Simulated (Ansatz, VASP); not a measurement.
**One calculation of SnTe, two programs**

```xyz
2
Lattice="0.0000 3.1083 3.1083 3.1083 0.0000 3.1083 3.1083 3.1083 0.0000" Properties=species:S:1:pos:R:3 pbc="T T T"
Te    3.1083    3.1083    3.1083
Sn    0.0000    0.0000    0.0000
```

Change from the starting cell: volume scaled by 0.96.

Alike in both runs: functional r2SCAN; dispersion rVV10; k mesh 7 × 7 × 7; occupations gaussian, width 0.02 eV; collinear spin.

|  | VASP | Ansatz |
| --- | --- | --- |
| version | VASP 6.6.1 | Ansatz 0.2.0 |
| potentials or method | VASP PAW PBE potentials, release 64 (Te, Sn_d) | Ansatz PAW |
| plane-wave cutoff (eV) | 520 | 500 |
| valence electrons in the cell | 20 | 30 |
| task | single point | electron localisation function |

|  | VASP | Ansatz | Ansatz less VASP |
| --- | --- | --- | --- |
| gap on the k mesh at the Fermi level (eV) | 0.50 | 0.51 | +0.003 |
| least direct gap on the mesh (eV) | 0.50 | 0.51 | +0.003 |
| pressure (GPa) | 3.0 | 2.8 | -0.19 |
| net moment per atom (μB) | 0.00 | 0.00 | 0.000 |

The two sets of potentials don't hold the same shells in valence.

Caveats: the PAW data sets were made with another functional, which shifts forces and pressure a little (VASP); the PAW data sets come from PBE, with cores solved anew for the run's functional, which leaves a small shift of forces and pressure (Ansatz); the starting moments weren't kept (Ansatz). Spin-orbit coupling is left out, which matters for the levels of Te.
